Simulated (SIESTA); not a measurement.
# CuO: single point with PBE

The system is CuO.

```xyz
8
Lattice="2.3418 -1.7113 0.0000 -1.4918 -1.7113 -5.0579 2.3418 5.1339 0.0000" Properties=species:S:1:pos:R:3 pbc="T T T"
Cu    0.0059   -0.6953   -4.8382
Cu    3.1860    2.4066   -0.2196
Cu    1.5778    2.0647   -2.6395
Cu    1.6140   -0.3534   -2.4183
O    -0.0539   -1.8744   -3.5775
O     1.3289    1.3158   -4.0093
O     0.1793   -0.6038   -1.7610
O     2.5875   -0.5489   -0.7679
```

```json
{
  "Program": "SIESTA 5.4.2",
  "Task": "single point",
  "Functional": "PBE",
  "Potentials or basis": "PseudoDojo 0.4 standard (PBE files)",
  "Basis": "DZP (energy shift 0.003 Ry; two zetas on semicore shells)",
  "Grid cutoff": "800 Ry",
  "Energy shift": "0.003 Ry",
  "k mesh": "9 × 5 × 5",
  "Occupations": "fermi-dirac, width 0.05 eV",
  "Spin": "no spin polarisation"
}
```

| Property | Result |
| --- | --- |
| Pressure | 59.2 GPa |
| Largest force | 17.635 eV/Å |
| Band gap on the k mesh | none (metal or under the smearing width) |

Forces on the atoms (eV/Å):
```
Cu    3.689  -0.501   2.872
Cu    5.878  -5.765 -15.595
Cu    0.483   2.404   9.324
Cu    5.544  -0.081  -3.432
O     2.214   2.212   0.802
O    -6.144   1.798   6.975
O    -7.424  -1.873   2.771
O    -4.240   1.804  -3.721
```

Stress tensor (GPa, compression positive):
```
50.68  3.96 -3.38
 3.96 41.78 21.32
-3.38 21.32 85.19
```

Levels at points of the mesh, in eV from the Fermi level:
```
           k point  band 47  band 48  band 49  band 50  band 51  band 52  band 53  band 54
(0.00, 0.00, 0.00)    -0.59    -0.39    -0.25     0.00     0.19     0.39     0.65     4.27
```

Wall time 4.8 min on 1 thread of Arm Neoverse N1, on a shared host, peak memory 0.42 GiB.

Caveat: a pressure of tens of GPa on the cell as given is suspect, and the run, the potentials or the cell itself is likely at fault; short orbitals over semicore shells can move pressures by several GPa; the basis of atomic orbitals isn't converged, which shifts pressures, moduli and gaps; the run has no spin polarisation, though such a crystal can be magnetic; semilocal functionals often make such compounds metallic where correlation or magnetic order opens a gap, which also shifts bond lengths; forces of over 1 eV/Å show positions far from the minimum, so gaps and moduli don't describe the material at rest. With open d or f shells a metallic result of PBE can be an artefact of self-interaction; +U or a hybrid may open a gap.
